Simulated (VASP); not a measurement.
# C (Fd-3m) in VASP: notebook

One crystal, C, is run at these levels: LDA; tasks: single point.

Everything below comes from runs of VASP 6.6.1. Logs are shortened: lines on timing, memory, paths and dates and some standing lists are left out, and cuts for length are marked.

## (1) The undisturbed crystal

Symmetry: Fd-3m, No. 227, cubic system. Conventional cell: a = 3.567 Å, b = 3.567 Å, c = 3.567 Å, α = 90.00°, β = 90.00°, γ = 90.00°. Around C (site symmetry -43m) lie 4 C at 1.54 Å.

This isn't the form of C at room conditions, which is graphite.

## (2) Single point, LDA (grid = ENCUT=400 dk=0.45 cell=3x3x2 ISMEAR=0 SIGMA=0.05 LREAL=Auto EDIFF=1e-06)

INCAR reads:

```
SYSTEM = C
PREC     = Accurate       ! precision mode
ENCUT    = 400            ! plane-wave cutoff, eV
EDIFF    = 1E-6           ! SCF threshold, eV
ISMEAR   = 0              ! smearing method
SIGMA    = 0.05           ! smearing width, eV
LREAL    = Auto         
LASPH    = .True.         ! aspherical terms in the spheres
NELM     = 120            ! most SCF steps
ALGO     = Fast           ! electronic algorithm
ISIF     = 2              ! what is computed and relaxed
LWAVE    = .False.        ! write WAVECAR
LCHARG   = .False.        ! write CHGCAR
NBANDS   = 83             ! bands
NCORE    = 1            
KPAR     = 2
```

KPOINTS reads:

```
regular mesh
0
Gamma
  3 3 4
  0 0 0
```

POSCAR reads:

```
C
1.0
    0.0000000000      5.3501100000      5.3501100000
    5.3501100000      0.0000000000      5.3501100000
    3.5667400000      3.5667400000      0.0000000000
C
36
Direct
    0.2500000000      0.2500000000      0.3750000000
    0.2500000000      0.2500000000      0.8750000000
    0.2500000000      0.5833333333      0.3750000000
    0.2500000000      0.5833333333      0.8750000000
    0.2500000000      0.9166666667      0.3750000000
    0.2500000000      0.9166666667      0.8750000000
    0.5833333333      0.2500000000      0.3750000000
    0.5833333333      0.2500000000      0.8750000000
    0.5833333333      0.5833333333      0.3750000000
    0.5833333333      0.5833333333      0.8750000000
    0.5833333333      0.9166666667      0.3750000000
    0.5833333333      0.9166666667      0.8750000000
    0.9166666667      0.2500000000      0.3750000000
    0.9166666667      0.2500000000      0.8750000000
    0.9166666667      0.5833333333      0.3750000000
    0.9166666667      0.5833333333      0.8750000000
    0.9166666667      0.9166666667      0.3750000000
    0.9166666667      0.9166666667      0.8750000000
    0.1666666667      0.1666666667      0.2500000000
    0.1666666667      0.1666666667      0.7500000000
    0.1666666667      0.5000000000      0.2500000000
    0.1666666667      0.5000000000      0.7500000000
    0.1666666667      0.8333333333      0.2500000000
    0.1666666667      0.8333333333      0.7500000000
    0.5000000000      0.1666666667      0.2500000000
    0.5000000000      0.1666666667      0.7500000000
    0.5000000000      0.5000000000      0.2500000000
    0.5000000000      0.5000000000      0.7500000000
    0.5000000000      0.8333333333      0.2500000000
    0.5000000000      0.8333333333      0.7500000000
    0.8333333333      0.1666666667      0.2500000000
    0.8333333333      0.1666666667      0.7500000000
    0.8333333333      0.5000000000      0.2500000000
    0.8333333333      0.5000000000      0.7500000000
    0.8333333333      0.8333333333      0.2500000000
    0.8333333333      0.8333333333      0.7500000000
```

Potentials or basis: VASP PAW LDA potentials, release 64 (C).

On the command line:

```console
cat potpaw_LDA.64/C/POTCAR > POTCAR
mpirun -np 4 vasp_std > vasp.out
```

OUTCAR:

```text
SYSTEM = C
   PREC = Accurate
   ENCUT = 400
   EDIFF = 1E-6
   ISMEAR = 0
   LREAL = Auto
   LASPH = .True.
   NELM = 120
   ISIF = 2

 Found     14 irreducible k-points:

 Following reciprocal coordinates:
            Coordinates               Weight
  0.000000  0.000000  0.000000      1.000000
  0.333333  0.000000  0.000000      4.000000
  0.333333  0.333333  0.000000      2.000000
 -0.333333  0.333333  0.000000      2.000000
  0.000000  0.000000  0.250000      2.000000
  0.333333  0.000000  0.250000      4.000000
   k-points           NKPTS =     14   k-points in BZ     NKDIM =     14   number of bands    NBANDS=     84
   number of dos      NEDOS =    301   number of ions     NIONS =     36
   total plane-waves  NPLWV =  90000
   dimension x,y,z NGX =    50 NGY =   50 NGZ =   36
   dimension x,y,z NGXF=   100 NGYF=  100 NGZF=   72
   ions per type =              36
   NGX,Y,Z   is equivalent  to a cutoff of  10.99, 10.99, 11.86 a.u.
   NGXF,Y,Z  is equivalent  to a cutoff of  21.97, 21.97, 23.73 a.u.
 SYSTEM =  C
   PREC   = accura    normal or accurate (medium, high low for compatibility)
   ISTART =      0    job   : 0-new  1-cont  2-samecut
   ICHARG =      2    charge: 1-file 2-atom 10-const
   ISPIN  =      1    spin polarized calculation?
   LNONCOLLINEAR =      F non collinear calculations
   LSORBIT =      F    spin-orbit coupling
   LASPH  =      T    aspherical Exc in radial PAW
   ENCUT  =  400.0 eV  29.40 Ry    5.42 a.u.  12.34 12.34  8.23*2*pi/ulx,y,z
   NELM   =    120;   NELMIN=  2; NELMDL= -5     # of ELM steps
   EDIFF  = 0.1E-05   stopping-criterion for ELM
   LREAL  =      T    real-space projection
   EDIFFG = 0.1E-04   stopping-criterion for IOM
   NSW    =      0    number of steps for IOM
   IBRION =     -1    ionic relax: 0-MD 1-quasi-New 2-CG
   NFREE  =      0    steps in history (QN), initial steepest desc. (CG)
   ISIF   =      2    stress and relaxation
   ISYM   =      2    0-nonsym 1-usesym 2-fastsym
   POTIM  = 0.5000    time-step for ionic-motion
   TEBEG  =    0.0;   TEEND  =   0.0 temperature during run
   PSTRESS=    0.0 pullay stress
   NELECT =     144.0000    total number of electrons
   NUPDOWN=      -1.0000    fix difference up-down
   EMIN   =  10.00;   EMAX   =-10.00  energy-range for DOS
   EFERMI =   0.00;   METHOD = LEGACY
   ISMEAR =     0;   SIGMA  =   0.05  broadening in eV -4-tet -1-fermi 0-gaus
   EFERMI_NEDOS =   21; number of points for ismear=-14 and -15
   IALGO  =     68    algorithm
   IMIX   =      4    mixing-type and parameters
     AMIX     =   0.40;   BMIX     =  1.00
     AMIX_MAG =   1.60;   BMIX_MAG =  1.00
  volume/ion in A,a.u.               =       5.67        38.28
  Fermi-wavevector in a.u.,A,eV,Ry     =   1.457203  2.753714 28.891161  2.123440
  Thomas-Fermi vector in A             =   2.574032
   LORBIT       =      0    0 simple, 1 ext, 2 COOP (PROOUT), +10 PAW based schemes
   GGA     = CA    functional components
   LHFCALC =     F    Hartree Fock is set to
   AEXX    =    0.0000 exact exchange contribution
   IVDW    =     0    specifies the selected vdW correction
   LEPSILON=     F    determine dielectric tensor
   LRPA    =     F    only Hartree local field effects (RPA)
 non-spin polarized calculation
 RMM-DIIS sequential band-by-band and
 Gauss-broadening in eV      SIGMA  =   0.05
  energy-cutoff  :      400.00
  volume of cell :      204.19
 maximum number of plane-waves:      3726
 NGX is ok and might be reduce to    50
   NGX = 25   NGY = 25   NGZ = 17

 number of electron     144.0000012 magnetization

 Free energy of the ion-electron system (eV)
  ---------------------------------------------------
  ext. energy  EPLUGINS =         0.00000000
  ---------------------------------------------------
  free energy    TOTEN  =      -364.44885208 eV

  energy without entropy =     -364.44885208  energy(sigma->0) =     -364.44885208

 E-fermi :  10.0333     XC(G=0): -13.4999

 val. band max:        9.7438398027   @ k =   0.0000   0.0000   0.0000
 cond. band min:      13.8493295563   @ k =   0.0000   0.0000   0.0000
 fundamental gap:      4.1054897536
 Fermi energy:        10.0333412633

 k-point     1 :       0.0000    0.0000    0.0000
  band No.  band energies     occupation
      1     -11.5984      2.00000
      2      -8.5806      2.00000
      3      -8.5806      2.00000
      4      -8.5806      2.00000
      5      -8.5805      2.00000
      6      -7.5798      2.00000
[... 76 lines left out ...]
     83      16.0108      0.00000
     84      17.8367      0.00000

 k-point     2 :       0.3333    0.0000    0.0000
  band No.  band energies     occupation
      1     -11.2570      2.00000
      2     -10.2406      2.00000
      3      -8.9056      2.00000
      4      -8.5695      2.00000
      5      -7.6123      2.00000
      6      -6.8844      2.00000
[... 76 lines left out ...]
     83      16.4532      0.00000
     84      16.7009      0.00000

 k-point     3 :       0.3333    0.3333    0.0000
  band No.  band energies     occupation
      1     -11.1434      2.00000
      2      -9.7902      2.00000
      3      -9.4586      2.00000
      4      -9.4586      2.00000
      5      -7.1015      2.00000
      6      -6.8896      2.00000
[... 76 lines left out ...]
     83      16.7239      0.00000
     84      17.0921      0.00000

 k-point     4 :      -0.3333    0.3333    0.0000
  band No.  band energies     occupation
      1     -10.6907      2.00000
      2     -10.3523      2.00000
      3     -10.3523      2.00000
      4      -8.0331      2.00000
      5      -6.7472      2.00000
      6      -6.7472      2.00000
[... 76 lines left out ...]
     83      16.1348      0.00000
     84      17.3694      0.00000

 k-point     5 :       0.0000    0.0000    0.2500
  band No.  band energies     occupation
      1     -11.1666      2.00000
      2      -8.8998      2.00000
      3      -8.8998      2.00000
      4      -8.6476      2.00000
      5      -8.2909      2.00000
      6      -7.8114      2.00000
[... 76 lines left out ...]
     83      16.3819      0.00000
     84      16.4682      0.00000

 k-point     6 :       0.3333    0.0000    0.2500
  band No.  band energies     occupation
      1     -11.0813      2.00000
      2      -9.4811      2.00000
      3      -9.3147      2.00000
      4      -8.5298      2.00000
      5      -7.9506      2.00000
      6      -7.2612      2.00000
[... 76 lines left out ...]
     83      17.2630      0.00000
     84      17.3197      0.00000

 [... further k-points ...]

------------------------ aborting loop because EDIFF is reached ----------------------------------------

  FORCE on cell =-STRESS in cart. coord.  units (eV):
  Direction    XX          YY          ZZ          XY          YZ          ZX
  --------------------------------------------------------------------------------------
  -------------------------------------------------------------------------------------
  Total      -19.7231505    -19.7231505    -19.7437315      0.0313189     -0.0028691     -0.0028691
  in kB     -154.7604561   -154.7604561   -154.9219476      0.2457481     -0.0225129     -0.0225129
  external PRESSURE =    -154.8142866 kB  Pullay stress =       0.0000000 kB

 VOLUME and BASIS-vectors are now :
 -----------------------------------------------------------------------------
  energy-cutoff  :      400.00
  volume of cell :      204.19
      direct lattice vectors                 reciprocal lattice vectors
     0.000000000  5.350110000  5.350110000    -0.093456022  0.093456022  0.093456022
     5.350110000  0.000000000  5.350110000     0.093456022 -0.093456022  0.093456022
     3.566740000  3.566740000  0.000000000     0.140184034  0.140184034 -0.140184034

 POSITION                                       TOTAL-FORCE (eV/Angst)
 -----------------------------------------------------------------------------------
      2.67505      2.67505      2.67505        -0.000186     -0.000186      0.000015
      4.45843      4.45843      2.67505        -0.000186     -0.000186      0.000015
      4.45842      2.67505      4.45842        -0.000186     -0.000186      0.000015
      6.24179      4.45843      4.45842        -0.000186     -0.000186      0.000015
      6.24180      2.67505      6.24180        -0.000186     -0.000186      0.000015
      8.02517      4.45843      6.24180        -0.000186     -0.000186      0.000015
[... 28 lines left out ...]
      5.35011      5.35011      8.91685         0.000186      0.000186     -0.000015
      7.13348      7.13348      8.91685         0.000186      0.000186     -0.000015
 -----------------------------------------------------------------------------------
    total drift:                                0.000002      0.000002      0.000003

  FREE ENERGIE OF THE ION-ELECTRON SYSTEM (eV)
  ---------------------------------------------------
  free  energy   TOTEN  =      -364.4488520841 eV

  energy  without entropy=     -364.4488520841  energy(sigma->0) =     -364.44885208
```

OSZICAR:

```text
N       E                     dE             d eps       ncg     rms          rms(c)
DAV:   1     0.399029106270E+03    0.39903E+03   -0.66541E+04  2352   0.136E+03
DAV:   2    -0.346081113530E+03   -0.74511E+03   -0.72084E+03  2936   0.283E+02
DAV:   3    -0.377919170000E+03   -0.31838E+02   -0.31637E+02  2696   0.624E+01
DAV:   4    -0.378694233052E+03   -0.77506E+00   -0.77289E+00  2792   0.975E+00
DAV:   5    -0.378712228737E+03   -0.17996E-01   -0.17976E-01  2688   0.150E+00    0.244E+01
RMM:   6    -0.368113266000E+03    0.10599E+02   -0.74474E+00  2408   0.895E+00    0.143E+01
RMM:   7    -0.364399053226E+03    0.37142E+01   -0.12558E+01  2532   0.119E+01    0.289E+00
RMM:   8    -0.364446510367E+03   -0.47457E-01   -0.81527E-01  2567   0.362E+00    0.841E-01
RMM:   9    -0.364445853920E+03    0.65645E-03   -0.23917E-01  2671   0.162E+00    0.277E-01
RMM:  10    -0.364447963017E+03   -0.21091E-02   -0.39278E-02  2663   0.706E-01    0.140E-01
RMM:  11    -0.364448630496E+03   -0.66748E-03   -0.14262E-02  2780   0.350E-01    0.284E-02
RMM:  12    -0.364448785650E+03   -0.15515E-03   -0.17872E-03  2743   0.147E-01    0.125E-02
RMM:  13    -0.364448840224E+03   -0.54575E-04   -0.52476E-04  2688   0.667E-02    0.101E-02
RMM:  14    -0.364448849619E+03   -0.93944E-05   -0.99606E-05  2689   0.303E-02    0.418E-03
RMM:  15    -0.364448851699E+03   -0.20800E-05   -0.23329E-05  2325   0.134E-02    0.238E-03
RMM:  16    -0.364448852084E+03   -0.38532E-06   -0.48202E-06  1923   0.635E-03
   1 F= -.36444885E+03 E0= -.36444885E+03  d E =-.643909E-17
```

stdout:

```text
POSCAR found type information on POSCAR C
 POSCAR found :  1 types and      36 ions
 scaLAPACK will be used
 LDA part: xc-table for (Slater(with rela. corr.)+CA(PZ))
 , standard interpolation
 -----------------------------------------------------------------------------
|                                                                             |
|           W    W    AA    RRRRR   N    N  II  N    N   GGGG   !!!           |
|           W    W   A  A   R    R  NN   N  II  NN   N  G    G  !!!           |
|           W    W  A    A  R    R  N N  N  II  N N  N  G       !!!           |
|           W WW W  AAAAAA  RRRRR   N  N N  II  N  N N  G  GGG   !            |
|           WW  WW  A    A  R   R   N   NN  II  N   NN  G    G                |
|           W    W  A    A  R    R  N    N  II  N    N   GGGG   !!!           |
|                                                                             |
|     The number of bands has been changed from the values supplied in        |
|     The orbitals not found in the WAVECAR file will be initialized with     |
|     random numbers, which is usually adequate. For correlated               |
|     calculations, however, you should redo the groundstate calculation.     |
|     I found NBANDS = 83. Now, NBANDS = 84.                                  |
|                                                                             |
 -----------------------------------------------------------------------------

 POSCAR, INCAR and KPOINTS ok, starting setup
 FFT: planning ... GRIDC
 FFT: planning ... GRID_SOFT
 FFT: planning ... GRID
 WAVECAR not read
 entering main loop
```

Run time: 4.4 min. Hardware: 4 MPI ranks of Intel Xeon Platinum 8375C at 2.90GHz (Ice Lake), shared host; peak memory 0.22 GiB.

The run converged, but some of its settings lie outside the range that counts as converged, so its numbers aren't taken as properties of the crystal.

Results:

- Free energy: -364.4489 eV
- Band gap on the k mesh: 4.11 eV

Caveat: the cutoff is under 1.25 times the usual one of these potentials, so pressure, stress and relaxed cells hold a basis-set (Pulay) error; an odd mesh through Γ misses points on the zone boundary, where band edges often lie.

## (3) Single point, LDA (grid = ENCUT=400 dk=0.45 cell=3x3x2 ISMEAR=0 SIGMA=0.2 LREAL=Auto EDIFF=1e-06)

Changes to INCAR since step 2:

```diff
@@ -5,3 +5,3 @@
 ISMEAR   = 0              ! smearing method
-SIGMA    = 0.05           ! smearing width, eV
+SIGMA    = 0.2            ! smearing width, eV
 LREAL    = Auto
```

KPOINTS is that of step 2.

POSCAR is that of step 2.

Potentials or basis: VASP PAW LDA potentials, release 64 (C).

On the command line:

```console
cat potpaw_LDA.64/C/POTCAR > POTCAR
mpirun -np 4 vasp_std > vasp.out
```

Run time: 4.3 min. Hardware: 4 MPI ranks of Intel Xeon Platinum 8375C at 2.90GHz (Ice Lake), shared host; peak memory 0.22 GiB.

The run converged, but some of its settings lie outside the range that counts as converged, so its numbers aren't taken as properties of the crystal.

What came out:

```
Free energy            : -364.4489 eV
Band gap on the k mesh : 4.11 eV
```

Caveat: the cutoff is under 1.25 times the usual one of these potentials, so pressure, stress and relaxed cells hold a basis-set (Pulay) error; an odd mesh through Γ misses points on the zone boundary, where band edges often lie.

(Part 1 of 3 ends here.)
